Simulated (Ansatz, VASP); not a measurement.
**Cross-check of Al35PtN35 (V_N-Pt_Al) between VASP and Ansatz**

Wanted: the spread between two codes on one cell, functional and k mesh. The cell is taken from a series of runs on this material, whose earlier steps may have relaxed, scaled, displaced or heated it; both programs get it as it stands.

Calculated with Ansatz 0.2.0; plane waves, with VASP 6.6.1 beside it; single point at r2SCAN.

**1. The starting structure**

The cell holds 71 atoms: 35 Al, 35 N and 1 Pt. Cell: a = 9.320 Å, b = 9.320 Å, c = 9.956 Å, α = 90.0°, β = 90.0°, γ = 120.0°. It derives from AlN (AlN (P6_3mc)). Nearest the centre at fractional (0.667, 0.500, 0.470): Pt71 at 0.18 Å, Al18 at 2.32 Å, Al14 at 2.33 Å, N66 at 2.41 Å, Al17 at 2.41 Å, N63 at 2.51 Å, N67 at 2.53 Å, Al19 at 2.92 Å. The cell carries charge −1.

As a file:

```cif
data_structure
_symmetry_space_group_name_H-M 'P 1'
_symmetry_Int_Tables_number 1
_cell_length_a 9.3196
_cell_length_b 9.3196
_cell_length_c 9.9565
_cell_angle_alpha 90.000
_cell_angle_beta 90.000
_cell_angle_gamma 120.000
_cell_volume 748.91
loop_
_atom_site_label
_atom_site_type_symbol
_atom_site_fract_x
_atom_site_fract_y
_atom_site_fract_z
_atom_site_occupancy
Al1 Al 0.22478 0.11248 0.25271 1
Al2 Al 0.11602 0.22478 0.49992 1
Al3 Al 0.21968 0.10910 0.75057 1
Al4 Al 0.11083 0.22240 0.00139 1
Al5 Al 0.22471 0.44619 0.25246 1
Al6 Al 0.11190 0.55624 0.49968 1
Al7 Al 0.21993 0.44450 0.75066 1
Al8 Al 0.11024 0.55565 0.99988 1
Al9 Al 0.22296 0.77853 0.25073 1
Al10 Al 0.11155 0.89015 0.49910 1
Al11 Al 0.22067 0.77742 0.74975 1
Al12 Al 0.11013 0.88861 0.99981 1
Al13 Al 0.55757 0.11174 0.25111 1
Al14 Al 0.45798 0.22759 0.50428 1
Al15 Al 0.55505 0.11042 0.75134 1
Al16 Al 0.44369 0.22188 0.99940 1
Al17 Al 0.56044 0.44741 0.24340 1
Al18 Al 0.45832 0.56414 0.50434 1
Al19 Al 0.55100 0.44239 0.74820 1
Al20 Al 0.44371 0.55602 0.99932 1
Al21 Al 0.55761 0.77994 0.25102 1
Al22 Al 0.44412 0.88892 0.50082 1
Al23 Al 0.55512 0.77880 0.75130 1
Al24 Al 0.44397 0.88905 0.00073 1
Al25 Al 0.89020 0.11213 0.25199 1
Al26 Al 0.77985 0.22467 0.49931 1
Al27 Al 0.88849 0.11122 0.74915 1
Al28 Al 0.77836 0.22309 0.99969 1
Al29 Al 0.89127 0.44523 0.25311 1
Al30 Al 0.88611 0.44383 0.74450 1
Al31 Al 0.77786 0.55604 0.99502 1
Al32 Al 0.89132 0.78072 0.25323 1
Al33 Al 0.78022 0.88965 0.49901 1
Al34 Al 0.88597 0.77597 0.74400 1
Al35 Al 0.77831 0.88940 0.99948 1
N36 N 0.23328 0.11802 0.44296 1
N37 N 0.11329 0.22335 0.19212 1
N38 N 0.22088 0.11102 0.94152 1
N39 N 0.11119 0.22234 0.69126 1
N40 N 0.23270 0.44902 0.44266 1
N41 N 0.11374 0.55651 0.19000 1
N42 N 0.22088 0.44433 0.94158 1
N43 N 0.11034 0.55557 0.69085 1
N44 N 0.22345 0.77896 0.44081 1
N45 N 0.11384 0.89084 0.18985 1
N46 N 0.22176 0.77815 0.94054 1
N47 N 0.11014 0.88808 0.69062 1
N48 N 0.55688 0.10695 0.44034 1
N49 N 0.44658 0.22360 0.19083 1
N50 N 0.55533 0.11118 0.94168 1
N51 N 0.44092 0.21772 0.69556 1
N52 N 0.44648 0.55669 0.19067 1
N53 N 0.55311 0.44385 0.94183 1
N54 N 0.44124 0.55694 0.69556 1
N55 N 0.55705 0.78390 0.44037 1
N56 N 0.44517 0.88939 0.19036 1
N57 N 0.55529 0.77880 0.94161 1
N58 N 0.44338 0.88851 0.69187 1
N59 N 0.89263 0.11392 0.44174 1
N60 N 0.77903 0.22273 0.18948 1
N61 N 0.88917 0.11195 0.94030 1
N62 N 0.77629 0.22038 0.69086 1
N63 N 0.89768 0.43906 0.43811 1
N64 N 0.78362 0.55884 0.18691 1
N65 N 0.88869 0.44470 0.93807 1
N66 N 0.77046 0.55166 0.69725 1
N67 N 0.89842 0.79550 0.43705 1
N68 N 0.77886 0.89013 0.18916 1
N69 N 0.88861 0.77852 0.93781 1
N70 N 0.77629 0.88949 0.69078 1
Pt71 Pt 0.68885 0.50933 0.47334 1
```

**2. Ansatz: single point, r2SCAN**

Ansatz runs on its PAW soft_1 files.

A single point gives forces, pressure and levels at one fixed geometry, so differences don't come from the geometry; what else differs is listed under the comparison.

File input.yaml:

```yaml
crystal:
  checkpoint: "../qm1_M1.relax.run"
  host: checkpoint
total_charge: -1
basis:
  ecutwfc: 500
  xc_grid: 2
hamiltonian:
  xc: r2scan
  pseudopotentials: { kind: paw, azcp: { folder: soft_1 } }
kpoints:
  mp_grid: { grid: [2, 2, 2], shift: [0.5, 0.5, 0.5] }
magnetization:
  spin_polarized: true
  initial_magnetization: 1
  spin_locking: { lock_magnetization: hard }
scf:
  occupations: { method: fermi_dirac, width: 0.01 }
  max_iter: 60
output:
  forces: true
  eigenvalues: true
  charged_corrections:
    epsilon: [4.49, 4.49, 4.72]
    static_epsilon: [8.15, 8.15, 9.65]
    defect_position: [0.666667, 0.5, 0.47]
  eigenstates: { localisation: true }
  populations: true
  efg: {}
checkpoint:
  read: "../qm1_M1.relax.run"
  write: "../qm1_M1.point.run"
  compress: false
  write_wavefunctions: false
  write_every: 100000
```

The run is started by

```
$ ansatz run input.yaml --threads 4 --pin off --max-ram 15073MiB --backend cpu --events-out ev --progress --plain --runs-dir out
```

Numbers of over 12 decimals in the logs are rounded to 6 here.

Output:

```text
Warning: This run holds its total moment fixed (magnetization.spin_locking.lock_magnetization: hard) and mixes its density by anderson or broyden (scf.mixing.algorithm, typed or taken by auto). Slabs with a fixed moment have converged under broyden above another state at the same moment, at the default mixing steps and at smaller ones, and under scf.lower_state_search: standard, light or off a state that such a mixer [...]
crystal.checkpoint: the structure is that of <dir>, a `relax` run, at its step 11: its result, under r2scan at a charge of -1 e; 71 atoms read, 0 with a starting moment; crystal.structure_sha256 for this input is
Pt: output.efg is read without spin–orbit coupling, which moves field gradients at and beside such atoms by some per cent and up to a factor of two; PAW files take it under magnetization.noncollinear and magnetization.spin_orbit
Engine: ansatz 0.2.0, aarch64-unknown-linux-gnu
Pseudopotentials: kind: paw
Pseudopotential: Al, paw, valence charge 3, recommended cutoff 500 eV (meta_gga), soft_1/Al.paw.azcp
Pseudopotential: N, paw, valence charge 5, recommended cutoff 500 eV (meta_gga), soft_1/N.paw.azcp
Pseudopotential: Pt, paw, valence charge 18, recommended cutoff 500 eV (meta_gga), soft_1/Pt.paw.azcp
Functional definition: r2SCAN
  parameter k0 = 0.174
  parameter k1 = 0.065
  parameter a1 = 4.9479
  exchange = r2scan_x(k0 = k0, k1 = k1, a1 = a1)
  correlation = r2scan_c
Crystal: 71 atoms, lattice volume = 748.907 Å³
Basis set: ecut = 500 eV, 18913 PW (Γ), exchange–correlation on 144×144×150 points (8 copies of the dense FFT grid, shifted against one another)
Bands: 221, of which v1, the nominal top of the filled ones, is band 150 counted from 1 (149 counted from 0)
Symmetry: 1 space group operations
Space group: P1 (ITA 1), of the structure as read, at distance tolerance 9.1e-5 Å
Magnetic group: BNS 1.1 (UNI 1), of the structure as read, at distance tolerance 9.1e-5 Å
k-points: 4 of 8 (time reversal used)
Non-local potential: Al, projectors of the file, l = 0: 2, l = 1: 2, l = 2: 1
Non-local potential: N, projectors of the file, l = 0: 2, l = 1: 2, l = 2: 1
Non-local potential: Pt, projectors of the file, l = 0: 3, l = 1: 2, l = 2: 2, l = 3: 1
PAW form: soft (Blöchl's): semilocal exchange-correlation on the pseudo side does not see the compensation charge
PAW frozen core: Al, regenerated for the run's functional (the file was generated under x = pbe(κ = 0.804, μ = 0.219515), c = pbe(β = 0.066725))
PAW frozen core: N, regenerated for the run's functional (the file was generated under x = pbe(κ = 0.804, μ = 0.219515), c = pbe(β = 0.066725))
PAW frozen core: Pt, regenerated for the run's functional (the file was generated under x = pbe(κ = 0.804, μ = 0.219515), c = pbe(β = 0.066725))
PAW one-centre angular grid: Al, 302 points (default); XC on 160 Gauss nodes
PAW one-centre angular grid: N, 302 points (default); XC on 160 Gauss nodes
PAW one-centre angular grid: Pt, 590 points (default); XC on 160 Gauss nodes
Initial density: read from a saved state, or passed on in memory by an earlier SCF of this step, an earlier step, the calling program or the single point that the run made first
Stability of the state it starts from, as read at its close in the collinear treatment: not read, because the mixer in use, unlike msr1, does not test its closes by its own steps (another_mixer); its run was given moments
Starting moments: Σ|m| = 1 μB on 71 of 71 sites; this step starts from the density that it was given
Initial wavefunctions: pseudopotential atomic-orbital guess — the wavefunctions supplied were not used: k-point sampling differs
Functional: x = r2scan, c = r2scan; τ floored in thin density (d = 2e-4 eV/Å³)
iter 1 solved again at ethr=6.61e-6 eV; its pass at ethr=3.10e-3 eV (dr2=1.98e-2 eV) is discarded
SCF iter   1: F=—  HF=-45021.391466 eV  |F-HF|=—  |Δ(HF+E_count)|=         —  Δρ=9.07e-4 (↑8.41e-4 ↓9.07e-4)  dr2=1.80e-2  dr2_τ=3.17e-4  dr2_m=7.62e-5  M=1.000 μB ∫|m|=1.201 μB  β_m=1.20  ethr=6.61e-6  ⟨swp⟩=8.9  Hψ=12777  notcnv=0
preconditioner: auto → Resta (q_TF=auto, 2.341 Å⁻¹)  ε∞=3.8  [insulator: Δε(μ)=0.607 eV  Ē_g=13.875 eV  σ=0.010 eV  W_gap=1.00  n_scr=162 (ndim 8)  ℏωp=23.1 eV  f_vac=0.000  D(μ)=0.00/eV (n_scr^D=0)  ε∞_Penn≈3.8]
spin=Collinear: Resta preconditioning applied to the charge; magnetization (m = ρ↑ − ρ↓) channel mixes plain (no charge-response kernel on spin).
[...]
k-point 1 ↑: bands = [... 146 lower, 7.0434, 7.7601, 7.9972, 8.1285, 12.4206, 12.6624, 12.8972, 13.1144, ... 67 higher]
  k-point 2 ↑: bands = [... 146 lower, 7.0331, 7.7483, 7.8826, 8.0637, 12.4097, 12.7084, 12.9288, 13.0573, ... 67 higher]
  k-point 3 ↓: bands = [... 146 lower, 7.1057, 7.8895, 8.1396, 8.8274, 12.4822, 12.8195, 12.9618, 13.0861, ... 67 higher]
--- Löwdin populations: 71 sites ---
  site symbol       q [e]    m [muB]
     0     Al      1.8762    -0.0003
     1     Al      1.8777    -0.0000
     2      N      6.0653    -0.0003
     3      N      6.0714    -0.0002
     4     Al      1.8714    -0.0003
     5     Al      1.8729    -0.0001
     6      N      6.0760     0.0010
     7      N      6.0748     0.0002
     8     Al      1.8764    -0.0003
     9     Al      1.8808    -0.0016
    10      N      6.0629    -0.0001
    11      N      6.0733     0.0028
    12     Al      1.8712    -0.0003
    13     Al      1.8748    -0.0002
    14      N      6.0761     0.0009
    15      N      6.0779     0.0002
    16     Al      1.8739    -0.0000
    17     Al      1.8797    -0.0012
    18      N      6.0789     0.0002
    19      N      6.0734     0.0023
    20     Al      1.8710     0.0001
    21     Al      1.8750    -0.0002
    22      N      6.0747     0.0002
    23      N      6.0777     0.0002
[...]
63     Al      1.8950    -0.0025
    64     Al      1.8932    -0.0017
    65      N      6.0926     0.0356
    66      N      6.0736     0.0012
    67     Al      1.8752    -0.0034
    68     Al      1.8742     0.0003
    69      N      6.0684     0.0226
    70      N      6.0770    -0.0001
  spilling = 0.008470 (of n_electrons = 299.000000)
```

**3. VASP: single point, r2SCAN**

The same cell, functional, mesh and smearing now go to VASP, with its own data sets.

Lines of VASP's logs that name or quote its potential files are left out, and so is its time.

File INCAR:

```
SYSTEM = Al35PtN35
PREC = Accurate
ENCUT = 580
EDIFF = 1E-06
NELM = 200
ISMEAR = -1
SIGMA = 0.01
LREAL = Auto
ALGO = Normal
METAGGA = R2SCAN
LASPH = .TRUE.
NELECT = 291
NBANDS = 200
ISPIN = 2
MAGMOM = 0 0 -0 -0 0 -0 -0 0 0 -0 0 0 -0 -0 -0 0 0.01 -0 -0 0 0 -0 -0 -0 -0 -0 -0 0 0 0 0 0 -0 0 0 -0 -0 0 0 -0 0 0 0 0 0 0 0 0 0.01 0 -0 0.01 0 -0 -0 0 0 0 0 0 0 -0 0.03 0.1 0.02 0.2 0.02 0 0.02 -0 0.29
LMAXMIX = 4
LORBIT = 11
LWAVE = .FALSE.
LCHARG = .FALSE.
ISIF = 2
ISYM = 0
NUPDOWN = 1
GGA_COMPAT = .FALSE.
LMIXTAU = .TRUE.
KPAR = 4
```

File POSCAR:

```
Al35PtN35
1.0
    9.3195655359      0.0000000860      0.0000000000
   -4.6597828424      8.0709804634      0.0000000000
    0.0000000000      0.0000000000      9.9564777190
Al N Pt
35 35 1
Direct
    0.2247827590      0.1124772570      0.2527058714
    0.1160190754      0.2247846812      0.4999235419
    0.2196806778      0.1090957247      0.7505662493
    0.1108330639      0.2224007907      0.0013852696
    0.2247130191      0.4461927258      0.2524613411
    0.1118979638      0.5562434455      0.4996843032
    0.2199261287      0.4445048658      0.7506649939
    0.1102418823      0.5556506857      0.9998795569
    0.2229554998      0.7785255809      0.2507286675
    0.1115454572      0.8901519839      0.4990988473
    0.2206734258      0.7774180133      0.7497464360
    0.1101267281      0.8886056738      0.9998134598
    0.5575708709      0.1117361714      0.2511117271
    0.4579831077      0.2275931623      0.5042830915
    0.5550519830      0.1104205631      0.7513406324
    0.4436878915      0.2218760609      0.9994013251
    0.5604374095      0.4474100785      0.2434012262
    0.4583203700      0.5641435585      0.5043440082
    0.5510022707      0.4423907009      0.7481952598
    0.4437113930      0.5560223458      0.9993188609
    0.5576078815      0.7799368209      0.2510174481
    0.4441177815      0.8889185640      0.5008186806
    0.5551199019      0.7788014312      0.7513004042
    0.4439697703      0.8890519072      0.0007303536
    0.8902042762      0.1121346637      0.2519890296
    0.7798500779      0.2246693495      0.4993056258
    0.8884855438      0.1112249535      0.7491465590
    0.7783563992      0.2230915313      0.9996936504
    0.8912704721      0.4452318732      0.2531136910
    0.8861068124      0.4438262125      0.7444975109
    0.7778629668      0.5560395709      0.9950154739
    0.8913206099      0.7807184100      0.2532297222
    0.7802200114      0.8896526209      0.4990059416
    0.8859656891      0.7759691684      0.7439986702
    0.7783070633      0.8894035535      0.9994799760
    0.2332817029      0.1180169393      0.4429630310
    0.1132949974      0.2233528555      0.1921236565
    0.2208758062      0.1110189191      0.9415204245
    0.1111912315      0.2223398287      0.6912604824
    0.2326990946      0.4490162616      0.4426634279
    0.1137405580      0.5565074201      0.1899995733
    0.2208824813      0.4443286601      0.9415800010
    0.1103358366      0.5555666769      0.6908549781
    0.2234477137      0.7789573886      0.4408105788
    0.1138351573      0.8908357202      0.1898498915
    0.2217550750      0.7781489921      0.9405401896
    0.1101414258      0.8880821019      0.6906173330
    0.5568795026      0.1069505508      0.4403351376
    0.4465750884      0.2235967564      0.1908323113
    0.5553299450      0.1111827133      0.9416801730
    0.4409220445      0.2177245217      0.6955577381
    0.4464788064      0.5566903664      0.1906653843
    0.5531052917      0.4438517154      0.9418299097
    0.4412424034      0.5569369547      0.6955583661
    0.5570452890      0.7838975850      0.4403735269
    0.4451738163      0.8893898036      0.1903598020
    0.5552933121      0.7788043901      0.9416054511
    0.4433832015      0.8885133419      0.6918715643
    0.8926251711      0.1139177482      0.4417395505
    0.7790306165      0.2227336040      0.1894815978
    0.8891727931      0.1119476667      0.9402997325
    0.7762912448      0.2203845128      0.6908560141
    0.8976798033      0.4390645068      0.4381079898
    0.7836168789      0.5588441724      0.1869079831
    0.8886947252      0.4446974479      0.9380689769
    0.7704627487      0.5516555247      0.6972532033
    0.8984232542      0.7955030883      0.4370513874
    0.7788610121      0.8901341746      0.1891552760
    0.8886127296      0.7785242177      0.9378057918
    0.7762928889      0.8894936834      0.6907824501
    0.6888549264      0.5093325583      0.4733440088
```

File KPOINTS:

```
Points of the shifted mesh
8
Reciprocal
 0.2500000000  0.2500000000  0.2500000000 1
 0.2500000000  0.2500000000  0.7500000000 1
 0.2500000000  0.7500000000  0.2500000000 1
 0.2500000000  0.7500000000  0.7500000000 1
 0.7500000000  0.2500000000  0.2500000000 1
 0.7500000000  0.2500000000  0.7500000000 1
 0.7500000000  0.7500000000  0.2500000000 1
 0.7500000000  0.7500000000  0.7500000000 1
```

The projector-augmented-wave data sets are Al, N and Pt (PBE family, release 64).

The run is started by

```
$ mpirun -np 8 vasp_std
```

Output:

```text
[banner, memory and clock lines left out]
running    8 mpi-ranks, on    1 nodes
[...]
|                                                                             |
|           W    W    AA    RRRRR   N    N  II  N    N   GGGG   !!!           |
|           W    W   A  A   R    R  NN   N  II  NN   N  G    G  !!!           |
|           W    W  A    A  R    R  N N  N  II  N N  N  G       !!!           |
|           W WW W  AAAAAA  RRRRR   N  N N  II  N  N N  G  GGG   !            |
|           WW  WW  A    A  R   R   N   NN  II  N   NN  G    G                |
|           W    W  A    A  R    R  N    N  II  N    N   GGGG   !!!           |
|                                                                             |
|     For optimal performance we recommend to set                             |
|       NCORE = 2 up to number-of-cores-per-socket                            |
|     NCORE specifies how many cores store one orbital (NPAR=cpu/NCORE).      |
|     This setting can greatly improve the performance of VASP for DFT.       |
[...]
DAV:   5    -0.870080889958E+03   -0.48807E-01   -0.48750E-01  7856   0.160E+00BRMIX: very serious problems
 the old and the new charge density differ
 old charge density:   290.00000 new  291.00000
BRMIX: very serious problems
 the old and the new charge density differ
 old charge density:   290.00000 new  291.00000
BRMIX: very serious problems
 the old and the new charge density differ
 old charge density:   290.00000 new  291.00000
BRMIX: very serious problems
 the old and the new charge density differ
 old charge density:   290.00000 new  291.00000
    0.545E+01
DAV:   6    -0.739810642611E+03    0.13027E+03   -0.31383E+02  7424   0.356E+01    0.265E+01
DAV:   7    -0.712458383478E+03    0.27352E+02   -0.26570E+01  7272   0.164E+01    0.150E+01
DAV:   8    -0.715895069838E+03   -0.34367E+01   -0.34267E+00  6872   0.602E+00    0.850E+00
DAV:   9    -0.708855302422E+03    0.70398E+01   -0.34460E+00  6800   0.541E+00    0.288E+00
[...]
DAV:  18    -0.711808342851E+03   -0.50141E-04   -0.23755E-05  7320   0.159E-02    0.579E-03
DAV:  19    -0.711808352531E+03   -0.96807E-05   -0.58611E-06  6648   0.694E-03    0.175E-03
DAV:  20    -0.711808353038E+03   -0.50704E-06   -0.61411E-07  4208   0.261E-03
   1 F= -.71180835E+03 E0= -.71180835E+03  d E =-.198350E-12  mag=     1.0000
```

OUTCAR, selected parts (step 3):

```text
  FREE ENERGIE OF THE ION-ELECTRON SYSTEM (eV)
  ---------------------------------------------------
  free  energy   TOTEN  =      -711.8083530383 eV

  energy  without entropy=     -711.8083530383  energy(sigma->0) =     -711.80835304

 magnetization (x)
# of ion       s       p       d       tot
------------------------------------------
    1       -0.000  -0.000   0.000  -0.000
    2       -0.000   0.000   0.000   0.000
    3       -0.000  -0.000   0.000  -0.000
    4       -0.000  -0.000   0.000  -0.000
    5       -0.000  -0.000   0.000  -0.000
    6       -0.000  -0.000   0.000  -0.001
    7       -0.000  -0.000   0.000  -0.000
    8        0.000   0.000   0.000   0.000
    9        0.000   0.000   0.000   0.000
   10       -0.000  -0.000   0.000  -0.000
   11       -0.000   0.000   0.000   0.000
   12        0.000   0.000   0.000   0.000
   13        0.000  -0.000   0.000  -0.000
[...]
--------------------------------------------------
tot          0.055   0.436   0.310   0.801
```

The cell is charged against a uniform background.

The run ends at a pressure of 2.41 GPa, with forces up to 0.15 eV/Å.

**4. Side by side**

Known differences besides the potentials themselves: VASP starts from the moments at which Ansatz ended; VASP keeps PBE cores, Ansatz makes them for the functional; the cutoff is 500 eV in Ansatz and 580 eV in VASP (PREC = Accurate, projectors in real space); site moments are counted in spheres of each program's own size. Total energies have different zeros and are not compared.

Compared:

| quantity | Ansatz | VASP | difference |
| --- | --- | --- | --- |
| total moment, fixed by the input (μB) | 1.00 | 1.00 | 0.00 |
| moment on Pt71 (μB) | 0.29 | 0.37 | -0.08 |
| moment on N66 (μB) | 0.20 | 0.19 | 0.00 |
| moment on N64 (μB) | 0.10 | 0.10 | +0.01 |

Forces on 8 of the 71 atoms, those with the largest forces and the largest differences (eV/Å; atoms numbered as in POSCAR):

| atom | Ansatz x, y, z | VASP x, y, z |
| --- | --- | --- |
| Al10 | 0.044, -0.052, 0.041 | 0.054, -0.045, 0.041 |
| Al32 | 0.030, -0.023, -0.086 | 0.029, -0.032, -0.096 |
| Al33 | -0.084, 0.043, 0.009 | -0.097, 0.043, 0.008 |
| N36 | -0.060, 0.024, -0.042 | -0.064, 0.021, -0.038 |
| N63 | 0.054, -0.049, 0.024 | 0.070, -0.056, 0.025 |
| N66 | -0.041, 0.037, 0.025 | -0.026, 0.046, 0.053 |
| N67 | 0.085, -0.075, 0.079 | 0.088, -0.059, 0.080 |
| Pt71 | -0.031, 0.125, -0.057 | -0.072, 0.109, -0.070 |

The forces differ by 5.7 meV/Å r.m.s., which is 18.3 % of the r.m.s. force of 0.031 eV/Å (both taken over all components). The cell carries a charge of -1 e against a uniform background, so its pressure also hangs on how the neutralising background is counted, and in a defect's cell a gap may be the spacing between its levels.

**5. Results**

```json
{
  "r.m.s. force difference (single point, r2SCAN)": "5.7 meV/Å"
}
```

What this shows: The r.m.s. force difference is 5.7 meV/Å (single point, r2SCAN), within the 12 meV/Å picked in this series as the mark of a large difference. The data sets hold unlike numbers of valence electrons (299 in Ansatz and 291 in VASP), so part of the differences comes from the potentials. How closely two codes agree says nothing of how well the functional describes the real material.

[Lines on the potential files, build, host, timing and source positions are cut from VASP's logs without a mark.]

[Logs are printed without paths, hosts, clocks, repeated set-up lines and the standing remarks that a program may print on its own settings, such as how far it seeks lower states.]

[Hosts, paths, dates, database ids (printed as entryN), source tags and the programs' standing remarks are cut or masked in the printed files.]
